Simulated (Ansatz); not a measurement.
# Where Cl_O puts its levels in the gap of SiO2 (P3_221)

Charge states of Cl_O in SiO2 (P3_221), set against the band edges. Model: a cell of 72 host atoms with 1 O taken out and 1 Cl put in.

Main program and level: Ansatz 0.2.0; place-levels on PBEsol runs: charge-transition levels and formation energies with image-charge correction and potential alignment at the atomic sites.

This is a report of a sequence of runs, with most program output left out.

### 1. The starting structure

The cell holds 72 atoms: 24 Si, 47 O and 1 Cl. Its edges and angles: a = 9.896 Å, b = 9.896 Å, c = 10.882 Å, α = 90.0°, β = 90.0°, γ = 120.0°. It derives from SiO2 (space group P3_221). Nearest the centre at fractional (0.294, 0.427, 0.441): Cl5 at 0.00 Å, Si11 at 1.62 Å, Si21 at 1.62 Å, O17 at 2.63 Å, O25 at 2.64 Å, O7 at 2.64 Å, O27 at 2.65 Å, O15 at 2.67 Å.

Structure file:

The host's dielectric constants go in as inputs: (2.49, 2.49, 2.52) for the electrons alone, (4.62, 4.62, 4.85) with the ions, computed on the host (DFPT, PBEsol).

The cell's shortest repeat is 9.9 Å.

### 2. What was run first

A transition level is the Fermi level at which two charge states cost the same, so each charge needs its own total energy, at its own relaxed structure.

Each atom starts 0.05 Å or so off its site in a random direction. Forces are taken at one point at (¼, ¼, ¼). The cell holds 1 electron fewer than the neutral one, with a uniform background that keeps it neutral on the whole.

The sampling was tested on the host first: at the k-points planned (1x1x1 shifted 0.25 0.25 0.25) its energy lies 0.000 eV an atom from the dense-mesh value, under the bound of 0.02 eV set for this test; that bounds the host's error, not the defect's.

One of the inputs; charge, spin and start change from state to state.

Input file qp1.relax/input.yaml:

```yaml
crystal:
  lattice:
    - [4.94798667, 0.0, 0.0]
    - [-2.47399333, 4.28508215, 0.0]
    - [0.0, 0.0, 5.44123921]
  atoms:
    - { symbol: Si, position: [0.0, 0.47037431, 0.33333333] }
    - { symbol: Si, position: [0.52962569, 0.52962569, 0.0] }
    - { symbol: Si, position: [0.47037431, 0.0, 0.66666667] }
    - { symbol: O, position: [0.1456078, 0.73306497, 0.54780649] }
    - { symbol: O, position: [0.58745717, 0.8543922, 0.88113982] }
    - { symbol: O, position: [0.26693503, 0.41254283, 0.21447315] }
    - { symbol: O, position: [0.41254283, 0.26693503, 0.78552685] }
    - { symbol: O, position: [0.8543922, 0.58745717, 0.11886018] }
    - { symbol: O, position: [0.73306497, 0.1456078, 0.45219351] }
  supercell: [2, 2, 2]
  defects: [{ substitution: { at: 4, symbol: Cl } }]
total_charge: 1
basis:
  ecutwfc: 420
  xc_grid: 2
hamiltonian:
  xc: pbesol
kpoints:
  mp_grid: { grid: [1, 1, 1], shift: [0.25, 0.25, 0.25] }
scf:
  occupations: { method: fixed }
  max_iter: 60
output:
  forces: true
  charged_corrections: { epsilon: [2.49, 2.49, 2.52], static_epsilon: [4.62, 4.62, 4.85] }
relax:
  f_tol: 0.02
  max_steps: 80
  random_displacement: { amplitude: 0.05, seed: 6291 }
checkpoint:
  write: "../qp1.relax.run"
  compress: false
  write_wavefunctions: true
  write_every: 100000
```

On the command line:

```bash
$ ansatz run input.yaml --threads 8 --pin off --max-ram 22609MiB --backend cpu --events-out ev --progress --plain --runs-dir out
```

The relaxed structure is kept and the sampling changed to a 2×2×2 shifted mesh.

The run of this state that the levels use, under PBEsol:

Input file qp1.point/input.yaml:

```yaml
crystal:
  checkpoint: "../qp1.relax.run"
  host: checkpoint
total_charge: 1
basis:
  ecutwfc: 420
  xc_grid: 2
hamiltonian:
  xc: pbesol
kpoints:
  mp_grid: { grid: [2, 2, 2], shift: [0.5, 0.5, 0.5] }
scf:
  occupations: { method: fermi_dirac, width: 0.01 }
  max_iter: 60
output:
  forces: true
  eigenvalues: true
  charged_corrections:
    epsilon: [2.49, 2.49, 2.52]
    static_epsilon: [4.62, 4.62, 4.85]
    defect_position: [0.293451, 0.427731, 0.440576]
  eigenstates: { localisation: true }
  populations: true
  band_densities: [{ bands: [v1, v1] }, { bands: [c1, c1] }]
  write_density: true
  write_potential: true
  volumetric_format: npy
  elf: true
checkpoint:
  read: "../qp1.relax.run"
  write: "../qp1.point.run"
  compress: false
  write_wavefunctions: false
  write_every: 100000
```

Relaxations under PBEsol at one point at (¼, ¼, ¼); times on 8 threads of Arm Neoverse V2, shared host:

```
charge  moment (μB)  occupations    outcome  steps  largest displacement against the far atoms (Å)     time
     0            1        fixed  converged     18                                            1.12  3.7 min
    +1            0        fixed  converged      8                                            0.53     50 s
```

Single points under PBEsol at a 2×2×2 shifted mesh; times on 8 threads of Arm Neoverse V2, shared host:

```
charge  moment (μB)  occupations    outcome  time
     0            1  fermi-dirac  converged  96 s
    +1            0  fermi-dirac  converged  41 s
```

Distances (Å) from Cl5 to the nearest atoms after relaxation with PBEsol:

```
charge  moment (μB)       1.       2.      3.      4.      5.      6.
     0            1  Si 2.05  Si 2.60  O 2.75  O 2.79  O 2.88  O 2.96
    +1            0  Si 2.15  Si 2.18  O 2.77  O 2.85  O 2.89  O 2.99
```

### 3. Levels against the band edges, PBEsol

A charged cell interacts with its images and the background, and its potential has another zero than the host's. place-levels removes the first by a point-charge model, screened by the static dielectric constant since the ions have relaxed around the charge, and the second by comparing potentials at atoms far from the defect.

The host is a run of the defect-free crystal in the same cutoffs, grids and k-points, so that basis and sampling errors cancel in part in the differences. Its band edges come from a run of the primitive cell that searches the zone for them. The host is run in a cell of 18 atoms on a matching mesh. Chemical potentials are energies per atom of O (O2 molecule) and Cl (Cl2 molecule), run with the same functional and cutoff.

Input file levels.point.yaml:

```yaml
host:
  run: host.point.run
  levels_from: { run: edges.point.run }
states: [q0_M1.point.run, qp1.point.run]
geometry_from:
  q0_M1.point.run: q0_M1.relax.run
  qp1.point.run: qp1.relax.run
  host.point.run: host.relax.run
chemical_potentials:
  O:
    energy: -558.282649
    dataset: "<sha256 of the dataset>"
  Cl:
    energy: -1060.711994
    dataset: "<sha256 of the dataset>"
epsilon: [2.49, 2.49, 2.52]
static_epsilon: [4.62, 4.62, 4.85]
vertical:
  - { from: qp1.point.run, to: qp1.point_neutral.run }
```

On the command line:

```bash
$ ansatz place-levels levels.point.yaml -- --threads 8 --pin off --max-ram 22609MiB
```

Wall time 0.19 s (8 threads of Arm Neoverse V2, shared host).

Levels between the charges placed, in eV above the valence top:

```
        gap (eV)  (+1/0)
PBEsol      5.72    4.61
```

Corrections by state:

```
charge  moment (μB)  image terms and alignment (eV)  band filling (eV)                               ε used  over the lowest of its charge, as the program ranks them, band filling apart (eV)
    +1          0.0                           0.538                  -  principal values (4.62, 4.62, 4.85)                                                                              0.000
     0          1.0                           0.000                  -                                    -                                                                              0.000
```

The charged structures listed were also run neutral, and place-levels reads from each pair, by the potential or the spins, how wide the charge is by which they differ; that can be the carrier of either run.

```
charge  rms radius (Å)  spread where it is widest against the cell (Å)  wide from (Å)  reading
    +1             4.6                                            2.86           1.48     wide
```

The neutral runs of these pairs need not share the spin of the lowest neutral state, and very wide values only mean spread over the cell.

From the program's caveats on the states, each cut to its opening words:

- charge +1: it parts from the run at its places by a charge that spreads by about 2.9 Å along one vector (1.5 Å or more is wide), by its potential at epsilon [2.49, 2.49, [...]
- charge +1: its displacements don't fall off away from the defect: farther atoms stand 0.066 Å off the host's places
- charge 0 (1 μB): its displacements don't fall off away from the defect: farther atoms stand 0.095 Å off the host's places
- charge 0 (1 μB): flagged: stability check not made

Chemical potentials of the elements' reference phases, run alike. Formation energy by charge state (elemental references; gap 5.72 eV):

```
charge  at valence top (eV)  at conduction bottom (eV)  correction included (eV)
    +1                 1.37                       7.09                      0.54
     0                 5.98                       5.98                      0.00
```

```csv
Fermi level (eV),lowest formation energy (eV)
0.00,1.37
0.52,1.89
1.04,2.41
1.56,2.93
2.08,3.45
2.60,3.97
3.12,4.50
3.64,5.02
4.16,5.54
4.68,5.98
5.20,5.98
5.72,5.98
```

### 4. The same at the relaxations' own k-points

The relaxations' own energies give the levels at their sampling, for comparison.

Input file levels.relax_mesh.yaml:

```yaml
host:
  run: host.relax.run
  levels_from: { run: edges.relax.run }
states: [q0_M1.relax.run, qp1.relax.run]
chemical_potentials:
  O:
    energy: -558.282649
    dataset: "<sha256 of the dataset>"
  Cl:
    energy: -1060.711994
    dataset: "<sha256 of the dataset>"
```

On the command line:

```bash
$ ansatz place-levels levels.relax_mesh.yaml -- --threads 8 --pin off --max-ram 22609MiB
```

Elapsed: 0.09 s, on 8 threads.

Levels between neighbouring charges, in eV above the valence top:

```
                        gap (eV)  (+1/0)
one point at (¼, ¼, ¼)      5.72    4.61
  a 2×2×2 shifted mesh      5.72    4.61
```

Going from one point at (¼, ¼, ¼) to a 2×2×2 shifted mesh moves the levels that carry no band-filling term by up to 0.00 eV and formation energies against the elements by up to 0.00 eV.

### 5. place-levels, r2SCAN

r2SCAN on the same structure is run to see how far the result rests on the functional, though not on the errors that semilocal functionals share; the sampling changes too, to one point at (¼, ¼, ¼), so differences hold both changes.

Input file qp1.r2scan/input.yaml:

```yaml
crystal:
  checkpoint: "../qp1.relax.run"
  host: checkpoint
total_charge: 1
basis:
  ecutwfc: 500
  xc_grid: 2
hamiltonian:
  xc: r2scan
kpoints:
  mp_grid: { grid: [1, 1, 1], shift: [0.25, 0.25, 0.25] }
scf:
  occupations: { method: fermi_dirac, width: 0.01 }
  max_iter: 60
output:
  forces: true
  eigenvalues: true
  charged_corrections:
    epsilon: [2.49, 2.49, 2.52]
    static_epsilon: [4.62, 4.62, 4.85]
    defect_position: [0.293451, 0.427731, 0.440576]
checkpoint:
  write: "../qp1.r2scan.run"
  compress: false
  write_wavefunctions: false
  write_every: 100000
```

Elapsed: 15 s, on 8 threads; peak memory 2.2 GiB.

Input file levels.r2scan.yaml:

```yaml
host:
  run: host.r2scan.run
  levels_from: { run: edges.r2scan.run }
states: [q0_M1.r2scan.run, qp1.r2scan.run]
geometry_from:
  q0_M1.r2scan.run: q0_M1.relax.run
  qp1.r2scan.run: qp1.relax.run
  host.r2scan.run: host.relax.run
chemical_potentials:
  O:
    energy: -565.983079
    dataset: "<sha256 of the dataset>"
  Cl:
    energy: -1083.517615
    dataset: "<sha256 of the dataset>"
```

On the command line:

```bash
$ ansatz place-levels levels.r2scan.yaml -- --threads 8 --pin off --max-ram 22609MiB
```

Elapsed: 0.04 s, on 8 threads.

The program refused the input before any cycle.

The program's message: “Error: geometry_from (host.relax.run): name the neutral relaxation on whose last places the host stands, to 0.0002 Å”

### 6. Another choice

In this try the input is made faulty on purpose, to show what that does.

Another version of the file is tried.

levels.try0.yaml is levels.point.yaml with these lines changed:

```diff
+defect_position:
+  qp1.point.run: [0.5435, 0.6777, 0.6906]
```

On the command line:

```bash
$ ansatz place-levels levels.try0.yaml -- --threads 8 --pin off --max-ram 22609MiB
```

The change: the charge placed away from the defect.

No levels were formed: the file was rejected.

### 7. Summary of results

| Quantity | Value |
| --- | --- |
| gap of the host | 5.72 eV (PBEsol) |
| level (plus 1/0) | 4.61 eV above the valence top |
| lowest of the charges placed, just above the valence top (0.02 eV) | +1 |
| lowest of the charges placed, just below the conduction bottom (0.02 eV) | 0 |
| lowest formation energy at mid-gap of the charges run, elemental references | 4.23 eV |

What this shows: Of the charges placed (0 and +1), the lowest changes at 4.61 eV (+1/0) above the valence top, in a gap of 5.72 eV. Charges above +1 and below 0 were not placed, so these runs say nothing of levels that involve them. States placed: +1 at 0 μB; 0 at 1 μB. Other spin states or structures, where not listed, weren't placed. At charge 0 the atom put in ends up to 1.1 Å from its starting place, so the name tells the start alone and the levels can join different sites. Cl is taken at its element; compounds, which aren't counted here, bound the chemical potentials and would shift these formation energies. Going from one point at (¼, ¼, ¼) to a 2×2×2 shifted mesh moves the levels that carry no band-filling term by up to 0.00 eV and formation energies against the elements by up to 0.00 eV. Keep in mind: PBEsol makes the gap too small and tends to spread out bound carriers; where a gas molecule sets a chemical potential or the host's formation energy, its binding is uncorrected.

[Logs are printed without paths, hosts, clocks, repeated set-up lines and the standing remarks that a program may print on its own settings, such as how far it seeks lower states.]

[Hosts, paths, dates, database ids (printed as entryN), source tags and the programs' standing remarks are cut or masked in the printed files.]

[Where a table of states has a column of steps, it counts the stored structures, which are thinned; the runs took as many ionic steps or more.]

[A defect's name tells the site on which it was built; relaxed atoms can leave that site.]

[For some hosts the program warned that the k-mesh of the response run may be too coarse for force constants and the static dielectric constant; such warnings are not shown here.]
